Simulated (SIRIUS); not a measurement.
KF (Carobbiite):

```
CELL_PARAMETERS angstrom
0.00000 2.67185 2.67185
2.67185 0.00000 2.67185
2.67185 2.67185 0.00000
ATOMIC_POSITIONS crystal
K 0.00000 0.00000 0.00000
F 0.50000 0.50000 0.50000
```

Base run:

```yaml
Program: SIRIUS 7.12.0
Functional: PBEsol
Potentials_or_basis: all-electron FP-LAPW
Cutoff: 273 eV
Basis: apw+lo standard
k_mesh: 9 × 9 × 9
Occupations: fermi-dirac, width 0.05 eV
Spin: no spin polarisation
```

Its results: band gap on the k mesh 6.05 eV, direct.

Task: The run is repeated on the same cell with these changes: functional from PBEsol to LDA. What comes out?

Result: Band gap on the k mesh 5.80 eV, direct.
